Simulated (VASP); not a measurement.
Write the native input for VASP 6.6.1 that does the following.

```yaml
Task: relaxation of cell and atoms
Functional: PBE
Dispersion: D3(BJ)
Potentials_or_basis: VASP PAW PBE potentials, release 64 (B, N)
Cutoff: 600 eV
k_mesh: 12 × 12 × 4
Occupations: gaussian, width 0.03 eV
Spin: no spin polarisation
Further_INCAR_settings: ALGO = Normal; EDIFF = 1e-07; IBRION = 2; EDIFFG = -0.005; NSW = 90; ISIF = 3
```

The structure of BN lies in POSCAR:

```
BN                                      
1.0
    2.5062642032      0.0000000000      0.0000000000
   -1.2531321016      2.1704884687     -0.0000000000
    0.0000000000      0.0000000000      6.5842539460
  B               N             
     2     2
Direct
     0.3333333332999970    0.6666666667000030    0.2500000000000000
     0.6666666667000030    0.3333333332999970    0.7500000000000000
     0.3333333332999970    0.6666666667000030    0.7500000000000000
     0.6666666667000030    0.3333333332999970    0.2500000000000000
```

The input as run:

INCAR

```
SYSTEM = BN
PREC = Accurate ; ENCUT = 600
EDIFF = 1E-7 ; ISMEAR = 0
SIGMA = 0.03 ; LREAL = .False.
LASPH = .True. ; NELM = 80
ALGO = Normal ; ISIF = 3
LWAVE = .False. ; LCHARG = .False.
GGA = PE ; IVDW = 12
IBRION = 2 ; NSW = 90
EDIFFG = -0.005 ; KPAR = 4
```

KPOINTS

```
regular mesh
0
Gamma
  12 12 4
  0 0 0
```

Potentials or basis: VASP PAW PBE potentials, release 64 (B, N).

Launch:

```bash
$ cat potpaw_PBE.64/B/POTCAR potpaw_PBE.64/N/POTCAR > POTCAR
$ mpirun -np 4 vasp_std > vasp.out
```

It gave:

* Relaxed volume: 8.94 Å³/atom
* Relaxed cell: a = 2.507 Å, b = 2.507 Å, c = 6.574 Å, α = 90.00°, β = 90.00°, γ = 120.00°
* Space group after relaxing (to 0.05 Å): P6_3/mmc (No. 194)
* Energy gained by relaxing: 0.0 meV/atom
* Ionic steps: 6
* Pressure after relaxing: -0.1 GPa
* Band gap on the k mesh: 4.25 eV, indirect (least direct gap 4.63 eV)
* Dispersion energy per atom: -0.143 eV

It took 20 s on 4 MPI ranks on Intel(R) Xeon(R) 6975P-C (Granite Rapids) (shared host), peak memory 0.16 GiB a rank.
